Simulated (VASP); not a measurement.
# TiSe2 (P-3m1) in VASP: further runs

Aim: see how the results for TiSe2 move with the level of theory and the settings. Levels: PBEsol+D3(BJ), PBE. Tasks: single point.

The COD entry that gives the cell may itself be a prediction, so a difference from it is no test against experiment.

All numbers are computed with VASP 6.6.1; they aren't measurements. Logs are shortened: lines on timing, memory, paths and dates and some standing lists are left out, and cuts for length are marked.

**1. The structure**

It takes space group P-3m1 (No. 164, trigonal). Conventional cell: a = 3.583 Å, b = 3.583 Å, c = 6.083 Å, α = 90.00°, β = 90.00°, γ = 120.00°. Around Se (site symmetry 3m) lie 3 Ti at 2.59 Å. Around Ti (site symmetry -3m) lie 6 Se at 2.59 Å.

**2. Single point, PBEsol+D3(BJ)**

Contents of INCAR:

```
SYSTEM = TiSe2
PREC     = Accurate       ! precision mode
ENCUT    = 520            ! plane-wave cutoff, eV
EDIFF    = 1E-6           ! SCF threshold, eV
ISMEAR   = -1             ! smearing method
SIGMA    = 0.05           ! smearing width, eV
LREAL    = .FALSE.        ! projectors in reciprocal space
LASPH    = .TRUE.         ! aspherical terms in the spheres
NELM     = 100            ! most SCF steps
ALGO     = Normal         ! electronic algorithm
ISIF     = 2              ! what is computed and relaxed
LWAVE    = .FALSE.        ! write WAVECAR
LCHARG   = .TRUE.         ! write CHGCAR
GGA      = PS             ! functional
IVDW     = 12             ! dispersion correction
LELF     = .TRUE.         ! ELF
LVHAR    = .TRUE.       
NBANDS   = 19             ! bands
```

Contents of KPOINTS:

```
Automatic mesh
0
G
  9 9 5
  0 0 0
```

Contents of POSCAR:

```
TiSe2
1.0
    3.5825316519      0.0000000000      0.0000000000
   -1.7912658260      3.1025634204      0.0000000000
    0.0000000000      0.0000000000      6.0830090605
Se Ti
2 1
Direct
    0.6666666667      0.3333333333      0.7448000000
    0.3333333333      0.6666666667      0.2552000000
    0.0000000000      0.0000000000      0.0000000000
```

Potentials or basis: VASP PAW PBE potentials, release 64 (Se, Ti_sv).

Started as:

```console
$ cat potpaw_PBE.64/Se/POTCAR potpaw_PBE.64/Ti_sv/POTCAR > POTCAR
$ mpirun -np 1 vasp_std > vasp.out
```

OUTCAR:

```text
SYSTEM = TiSe2
   PREC = Accurate
   ENCUT = 520
   EDIFF = 1E-6
   ISMEAR = -1
   LREAL = .FALSE.
   LASPH = .TRUE.
   NELM = 100
   ISIF = 2
   GGA = PS
   IVDW = 12
 IVDW          = 12

 ion  position               nearest neighbor table
   1  0.667  0.333  0.745-   3 2.59   3 2.59   3 2.59
   2  0.333  0.667  0.255-   3 2.59   3 2.59   3 2.59
   3  0.000  0.000  0.000-   1 2.59   2 2.59   1 2.59   2 2.59   1 2.59   2 2.59

  LATTYP: Found a hexagonal cell.
 ALAT       =     3.5825316519
 C/A-ratio  =     1.6979638009

  Lattice vectors:

 A1 = (   3.5825316519,   0.0000000000,   0.0000000000)
 A2 = (  -1.7912658260,   3.1025634204,   0.0000000000)
 A3 = (   0.0000000000,   0.0000000000,   6.0830090605)

Analysis of symmetry for initial positions (statically):
=====================================================================
 Subroutine PRICEL returns:
 Original cell was already a primitive cell.

 Routine SETGRP: Setting up the symmetry group for a
 hexagonal supercell.

 Subroutine GETGRP returns: Found 12 space group operations
 (whereof 12 operations were pure point group operations)
 out of a pool of 24 trial point group operations.

The static configuration has the point symmetry D_3d.

Analysis of symmetry for dynamics (positions and initial velocities):
=====================================================================
 Subroutine PRICEL returns:
 Original cell was already a primitive cell.

 Routine SETGRP: Setting up the symmetry group for a
 hexagonal supercell.

 Subroutine GETGRP returns: Found 12 space group operations
 (whereof 12 operations were pure point group operations)
 out of a pool of 24 trial point group operations.

The dynamic configuration has the point symmetry D_3d.

 Subroutine INISYM returns: Found 12 space group operations
 (whereof 12 operations are pure point group operations),
 and found     1 'primitive' translations

----------------------------------------------------------------------------------------

                                     Primitive cell

  volume of cell :      67.6128

  direct lattice vectors                    reciprocal lattice vectors
     3.582531652  0.000000000  0.000000000     0.279132216  0.161157060  0.000000000
    -1.791265826  3.102563420  0.000000000     0.000000000  0.322314120  0.000000000
     0.000000000  0.000000000  6.083009061     0.000000000  0.000000000  0.164392325

  length of vectors
     3.582531652  3.582531652  6.083009061     0.322314120  0.322314120  0.164392325

  position of ions in fractional coordinates (direct lattice)
     0.666666667  0.333333333  0.744800000
     0.333333333  0.666666667  0.255200000
     0.000000000  0.000000000  0.000000000

  ion indices of the primitive-cell ions
   primitive index   ion index
                 1           1
                 2           2
                 3           3

----------------------------------------------------------------------------------------

 KPOINTS: Automatic mesh

Automatic generation of k-mesh.
 Grid dimensions read from file:
 generate k-points for:    9    9    5

 Generating k-lattice:

  Cartesian coordinates                     Fractional coordinates (reciprocal lattice)
     0.031014691  0.017906340  0.000000000     0.111111111  0.000000000  0.000000000
     0.000000000  0.035812680  0.000000000     0.000000000  0.111111111  0.000000000
     0.000000000  0.000000000  0.032878465     0.000000000  0.000000000  0.200000000

  Length of vectors
     0.035812680  0.035812680  0.032878465

  Shift w.r.t. Gamma in fractional coordinates (k-lattice)
     0.000000000  0.000000000  0.000000000

 Subroutine IBZKPT returns following result:
 ===========================================

 Found     50 irreducible k-points:

 Following reciprocal coordinates:
            Coordinates               Weight
  0.000000  0.000000  0.000000      1.000000
  0.111111  0.000000  0.000000      6.000000
  0.222222  0.000000  0.000000      6.000000
  0.333333  0.000000  0.000000      6.000000
  0.444444  0.000000  0.000000      6.000000
  0.111111  0.111111  0.000000      6.000000
[... 16 lines left out ...]
  0.222222  0.111111  0.200000     12.000000
 -0.111111  0.333333  0.200000     12.000000
 [... further k-points ...]
   k-points           NKPTS =     50   k-points in BZ     NKDIM =     50   number of bands    NBANDS=     19
   number of dos      NEDOS =    301   number of ions     NIONS =      3
   total plane-waves  NPLWV =  37632
   dimension x,y,z NGX =    28 NGY =   28 NGZ =   48
   dimension x,y,z NGXF=    56 NGYF=   56 NGZF=   96
   ions per type =               2   1
   NGX,Y,Z   is equivalent  to a cutoff of  12.99, 12.99, 13.12 a.u.
   NGXF,Y,Z  is equivalent  to a cutoff of  25.99, 25.99, 26.24 a.u.
 SYSTEM =  TiSe2
   PREC   = accura    normal or accurate (medium, high low for compatibility)
   ISTART =      0    job   : 0-new  1-cont  2-samecut
   ICHARG =      2    charge: 1-file 2-atom 10-const
   ISPIN  =      1    spin polarized calculation?
   LNONCOLLINEAR =      F non collinear calculations
   LSORBIT =      F    spin-orbit coupling
   LASPH  =      T    aspherical Exc in radial PAW
   ENCUT  =  520.0 eV  38.22 Ry    6.18 a.u.   6.66  6.66 11.31*2*pi/ulx,y,z
   NELM   =    100;   NELMIN=  2; NELMDL= -5     # of ELM steps
   EDIFF  = 0.1E-05   stopping-criterion for ELM
   LREAL  =      F    real-space projection
   EDIFFG = 0.1E-04   stopping-criterion for IOM
   NSW    =      0    number of steps for IOM
   IBRION =     -1    ionic relax: 0-MD 1-quasi-New 2-CG
   NFREE  =      0    steps in history (QN), initial steepest desc. (CG)
   ISIF   =      2    stress and relaxation
   ISYM   =      2    0-nonsym 1-usesym 2-fastsym
   POTIM  = 0.5000    time-step for ionic-motion
   TEBEG  =    0.0;   TEEND  =   0.0 temperature during run
   PSTRESS=    0.0 pullay stress
   NELECT =      24.0000    total number of electrons
   NUPDOWN=      -1.0000    fix difference up-down
   EMIN   =  10.00;   EMAX   =-10.00  energy-range for DOS
   EFERMI =   0.00;   METHOD = LEGACY
   ISMEAR =    -1;   SIGMA  =   0.05  broadening in eV -4-tet -1-fermi 0-gaus
   EFERMI_NEDOS =   21; number of points for ismear=-14 and -15
   IALGO  =     38    algorithm
   IMIX   =      4    mixing-type and parameters
     AMIX     =   0.40;   BMIX     =  1.00
     AMIX_MAG =   1.60;   BMIX_MAG =  1.00
  volume/ion in A,a.u.               =      22.54       152.09
  Fermi-wavevector in a.u.,A,eV,Ry     =   1.159139  2.190455 18.280832  1.343603
  Thomas-Fermi vector in A             =   2.295734
   LORBIT       =      0    0 simple, 1 ext, 2 COOP (PROOUT), +10 PAW based schemes
   GGA     = PS    functional components
   LHFCALC =     F    Hartree Fock is set to
   AEXX    =    0.0000 exact exchange contribution
   IVDW    =    12    specifies the selected vdW correction
   LEPSILON=     F    determine dielectric tensor
   LRPA    =     F    only Hartree local field effects (RPA)
 non-spin polarized calculation
  energy-cutoff  :      520.00
  volume of cell :       67.61
 maximum number of plane-waves:      1858
 NGX is ok and might be reduce to    28
   NGX = 13   NGY = 13   NGZ = 23

 number of electron      23.9999997 magnetization

 Free energy of the ion-electron system (eV)
  ---------------------------------------------------
  ext. energy  EPLUGINS =         0.00000000
  ---------------------------------------------------
  free energy    TOTEN  =       -19.39272793 eV

  energy without entropy =      -19.38587982  energy(sigma->0) =      -19.38930387

 E-fermi :   4.2735     XC(G=0):  -9.9905

 val. band max:        4.2507688301   @ k =   0.4444   0.0000   0.4000
 cond. band min:       4.2971751646   @ k =   0.0000   0.4444   0.2000
 fundamental gap:      0.0464063345
 Fermi energy:         4.2734881683

 k-point     1 :       0.0000    0.0000    0.0000
  band No.  band energies     occupation
      1     -53.1705      2.00000
      2     -29.4828      2.00000
      3     -29.4812      2.00000
      4     -29.4812      2.00000
      5      -9.4654      2.00000
      6      -8.1408      2.00000
[... 11 lines left out ...]
     18       9.6525      0.00000
     19       9.7604      0.00000

 k-point     2 :       0.1111    0.0000    0.0000
  band No.  band energies     occupation
      1     -53.1698      2.00000
      2     -29.4901      2.00000
      3     -29.4832      2.00000
      4     -29.4809      2.00000
      5      -9.3413      2.00000
      6      -8.0981      2.00000
[... 11 lines left out ...]
     18      10.3647      0.00000
     19      10.6410      0.00000

 k-point     3 :       0.2222    0.0000    0.0000
  band No.  band energies     occupation
      1     -53.1680      2.00000
      2     -29.5125      2.00000
      3     -29.4883      2.00000
      4     -29.4761      2.00000
      5      -8.9976      2.00000
      6      -7.9905      2.00000
[... 11 lines left out ...]
     18      11.1504      0.00000
     19      11.5555      0.00000

 k-point     4 :       0.3333    0.0000    0.0000
  band No.  band energies     occupation
      1     -53.1659      2.00000
      2     -29.5379      2.00000
      3     -29.4941      2.00000
      4     -29.4707      2.00000
      5      -8.5288      2.00000
      6      -7.8820      2.00000
[... 11 lines left out ...]
     18      10.7899      0.00000
     19      11.2001      0.00000

 k-point     5 :       0.4444    0.0000    0.0000
  band No.  band energies     occupation
      1     -53.1645      2.00000
      2     -29.5544      2.00000
      3     -29.4979      2.00000
      4     -29.4672      2.00000
      5      -8.1042      2.00000
      6      -7.8788      2.00000
[... 11 lines left out ...]
     18      10.4009      0.00000
     19      10.8547      0.00000

 k-point     6 :       0.1111    0.1111    0.0000
  band No.  band energies     occupation
      1     -53.1685      2.00000
      2     -29.5049      2.00000
      3     -29.4876      2.00000
      4     -29.4775      2.00000
      5      -9.1071      2.00000
      6      -8.0224      2.00000
[... 11 lines left out ...]
     18      11.3410      0.00000
     19      11.6866      0.00000

 k-point     7 :       0.2222    0.1111    0.0000
  band No.  band energies     occupation
      1     -53.1666      2.00000
      2     -29.5269      2.00000
      3     -29.4950      2.00000
      4     -29.4725      2.00000
      5      -8.6988      2.00000
      6      -7.9103      2.00000
[... 11 lines left out ...]
     18      11.6288      0.00000
     19      12.0252      0.00000

 k-point     8 :       0.3333    0.1111    0.0000
  band No.  band energies     occupation
      1     -53.1648      2.00000
      2     -29.5461      2.00000
      3     -29.5015      2.00000
      4     -29.4680      2.00000
      5      -8.2486      2.00000
      6      -7.8411      2.00000
[... 256 lines left out ...]
 k-point    20 :       0.4444    0.0000    0.2000
  band No.  band energies     occupation
      1     -53.1645      2.00000
      2     -29.5544      2.00000
      3     -29.4980      2.00000
      4     -29.4672      2.00000
      5      -8.0237      2.00000
      6      -7.9606      2.00000
[... 11 lines left out ...]
     18       9.6399      0.00000
     19      10.9390      0.00000

 k-point    21 :       0.0000    0.4444    0.2000
  band No.  band energies     occupation
      1     -53.1645      2.00000
      2     -29.5544      2.00000
      3     -29.4980      2.00000
      4     -29.4672      2.00000
      5      -8.1413      2.00000
      6      -7.8307      2.00000
[... 11 lines left out ...]
     18       9.7073      0.00000
     19      10.5596      0.00000

 k-point    22 :       0.1111    0.1111    0.2000
  band No.  band energies     occupation
      1     -53.1685      2.00000
      2     -29.5049      2.00000
      3     -29.4876      2.00000
      4     -29.4775      2.00000
      5      -9.0279      2.00000
      6      -8.1389      2.00000
[... 11 lines left out ...]
     18      11.5738      0.00000
     19      11.7499      0.00000

 k-point    23 :       0.2222    0.1111    0.2000
  band No.  band energies     occupation
      1     -53.1666      2.00000
      2     -29.5269      2.00000
      3     -29.4950      2.00000
      4     -29.4725      2.00000
      5      -8.6228      2.00000
      6      -8.0090      2.00000
[... 11 lines left out ...]
     18      11.1929      0.00000
     19      12.3028      0.00000

 k-point    24 :      -0.1111    0.3333    0.2000
  band No.  band energies     occupation
      1     -53.1666      2.00000
      2     -29.5269      2.00000
      3     -29.4950      2.00000
      4     -29.4725      2.00000
      5      -8.6460      2.00000
      6      -7.9768      2.00000
[... 11 lines left out ...]
     18      11.1750      0.00000
     19      11.6457      0.00000

 [... further k-points ...]

------------------------ aborting loop because EDIFF is reached ----------------------------------------

 Edisp (eV)   -1.10776

 E8    (eV) :    -0.7262

  FORCE on cell =-STRESS in cart. coord.  units (eV):
  Direction    XX          YY          ZZ          XY          YZ          ZX
  --------------------------------------------------------------------------------------
  -------------------------------------------------------------------------------------
  Total      -3.43489    -3.43489    -2.89947     0.00000     0.00000     0.00000
  in kB     -81.39442   -81.39442   -68.70674     0.00000     0.00000     0.00000
  external pressure =      -77.17 kB  Pullay stress =        0.00 kB

 VOLUME and BASIS-vectors are now :
 -----------------------------------------------------------------------------
  energy-cutoff  :      520.00
  volume of cell :       67.61
      direct lattice vectors                 reciprocal lattice vectors
     3.582531652  0.000000000  0.000000000     0.279132216  0.161157060  0.000000000
    -1.791265826  3.102563420  0.000000000     0.000000000  0.322314120  0.000000000
     0.000000000  0.000000000  6.083009061     0.000000000  0.000000000  0.164392325

 POSITION                                       TOTAL-FORCE (eV/Angst)
 -----------------------------------------------------------------------------------
      1.79127      1.03419      4.53063         0.000000      0.000000      0.425999
     -0.00000      2.06838      1.55238        -0.000000     -0.000000     -0.425999
      0.00000      0.00000      0.00000         0.000000      0.000000      0.000000
 -----------------------------------------------------------------------------------
    total drift:                                0.000000     -0.000000     -0.000000

  FREE ENERGIE OF THE ION-ELECTRON SYSTEM (eV)
  ---------------------------------------------------
  free  energy   TOTEN  =       -20.5004830920 eV

  energy  without entropy=      -20.4936349813  energy(sigma->0) =      -20.49705904
```

Wall time 47 s (1 thread of AMD EPYC 9R45 (Zen 5), shared host); peak memory 0.19 GiB.

What came out:

| Item | Value |
| --- | --- |
| Free energy | -20.5005 eV |
| Pressure | -7.7 GPa |
| Largest force | 0.426 eV/Å |
| Band gap on the k mesh | none (metal or under the smearing width) |
| Dispersion energy per atom | -0.369 eV |

Forces in eV/Å, atoms in the order of the input:
```
Se   0.000  0.000  0.426
Se   0.000  0.000 -0.426
Ti   0.000  0.000  0.000
```

Stress tensor (GPa, compression positive):
```
-8.14  0.00  0.00
 0.00 -8.14  0.00
 0.00  0.00 -6.87
```

Levels at points of the mesh, in eV from the Fermi level:
```csv
k point,band 10,band 11,band 12,band 13,band 14,band 15
"(0.00, 0.00, 0.00)",0.17,0.44,0.44,0.44,0.44,0.62
```

Caveat: the PAW data sets were made with another functional, which shifts forces and pressure a little.

**3. Single point, PBE**

Contents of INCAR:

```
SYSTEM = TiSe2
PREC     = Accurate       ! precision mode
ENCUT    = 520            ! plane-wave cutoff, eV
EDIFF    = 1E-6           ! SCF threshold, eV
ISMEAR   = -1             ! smearing method
SIGMA    = 0.05           ! smearing width, eV
LREAL    = .False.        ! projectors in reciprocal space
LASPH    = .True.         ! aspherical terms in the spheres
NELM     = 100            ! most SCF steps
ALGO     = Fast           ! electronic algorithm
ISIF     = 2              ! what is computed and relaxed
LWAVE    = .False.        ! write WAVECAR
LCHARG   = .False.        ! write CHGCAR
GGA      = PE             ! functional
NBANDS   = 19             ! bands
```

Contents of KPOINTS:

```
regular mesh
0
Gamma
  9 9 5
  0 0 0
```

POSCAR is that of step 2.

Potentials or basis: VASP PAW PBE potentials, release 64 (Se, Ti_sv).

Started as:

```console
$ cat potpaw_PBE.64/Se/POTCAR potpaw_PBE.64/Ti_sv/POTCAR > POTCAR
$ mpirun -np 1 vasp_std > vasp.out
```

Wall time 89 s (1 thread of AMD EPYC 9R45 (Zen 5), shared host); peak memory 0.19 GiB.

The run converged. Its results:

```
Free energy            : -18.1814 eV
Pressure               : -1.6 GPa
Largest force          : 0.286 eV/Å
Band gap on the k mesh : none (metal or under the smearing width)
```

Forces on the atoms (eV/Å):
```
Se   0.000  0.000  0.286
Se   0.000  0.000 -0.286
Ti   0.000  0.000  0.000
```

Stress tensor (GPa, compression positive):
```
-1.95  0.00  0.00
 0.00 -1.95  0.00
 0.00  0.00 -0.84
```

Levels at points of the mesh, in eV from the Fermi level:
| k point | band 8 | band 9 | band 10 | band 11 | band 12 | band 13 | band 14 | band 15 | band 16 | band 17 |
| --- | --- | --- | --- | --- | --- | --- | --- | --- | --- | --- |
| (0.00, 0.00, 0.00) | -2.24 | -2.24 | 0.13 | 0.40 | 0.40 | 0.43 | 0.43 | 0.63 | 3.14 | 3.14 |

Caveat: this functional lacks dispersion, which binds the layers, so the pressure and a relaxed spacing across them are unreliable.
